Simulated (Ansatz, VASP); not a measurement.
## One calculation of TlBr, two programs

```
CELL_PARAMETERS angstrom
3.91230 0.00000 0.00000
0.00000 3.91230 0.00000
0.00000 0.00000 3.91230
ATOMIC_POSITIONS crystal
Tl 0.00000 0.00000 0.00000
Br 0.50000 0.50000 0.50000
```

Alike in both runs: functional PBEsol; k mesh 8 × 8 × 8; occupations gaussian, width 0.02 eV; no spin polarisation.

Ansatz relaxed the structure, and its values are those at the end. VASP's run is a single point on that final structure, the one shown.

|  | VASP | Ansatz |
| --- | --- | --- |
| version | VASP 6.6.1 | Ansatz 0.2.0 |
| potentials or method | VASP PAW PBE potentials, release 64 (Tl_d, Br) | scalar-relativistic, plane waves, PAW |
| plane-wave cutoff (eV) | 520 | 420 |
| valence electrons in the cell | 20 | 20 |

Ansatz gave:

```
gap on the k mesh at the Fermi level (eV) : 1.58
least direct gap on the mesh (eV)         : 1.58
pressure (GPa)                            : 0.0
```

**Question.** What did VASP give for the same quantities?

**Answer.** gap on the k mesh at the Fermi level (eV): 1.59; least direct gap on the mesh (eV): 1.59; pressure (GPa): 0.0.

Caveats: the PAW data sets were made with another functional, which shifts forces and pressure a little (VASP); spin-orbit coupling is left out, which as a rule narrows the gap of such compounds by several tenths of an eV. Expect the measured gap to be larger: semilocal functionals such as PBEsol lack the derivative discontinuity. A k mesh can miss the band edges.
